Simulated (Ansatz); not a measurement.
TiSi2:

```
Ti Si
1.0
     0.00000    4.11752    4.26290
     2.38951    0.00000    4.26290
     2.38951    4.11752    0.00000
Ti Si
2 4
Direct
  0.75000 0.75000 0.75000
  0.50000 0.50000 0.50000
  0.41257 0.08743 0.41257
  0.08743 0.41257 0.08743
  0.16257 0.83743 0.16257
  0.83743 0.16257 0.83743
```

The cell is a database's computed one.

Base run:

| Property | Result |
| --- | --- |
| Program | Ansatz 0.2.0 |
| Functional | PBE |
| Potentials or basis | Ansatz PAW |
| Cutoff | 420 eV (not typed: the program's choice for these potentials) |
| k mesh | 7 × 7 × 7 |
| Occupations | fermi-dirac, width 0.05 eV |
| Spin | no spin polarisation |

Its results: band gap on the k mesh none (metal or under the smearing width); pressure 2.1 GPa; largest force 0.020 eV/Å.

Problem. The run is repeated on the same cell with these changes: hubbard terms from none to Ti d U = 4 eV; hubbard projectors from none to ortho-atomic (the default). What comes out?

Solution. Band gap on the k mesh none (metal or under the smearing width); pressure 5.4 GPa; largest force 0.096 eV/Å.

Caveats: U without spin polarisation on a metal has little footing (some runs); the U is typed as a test and isn't derived for this compound (some runs).
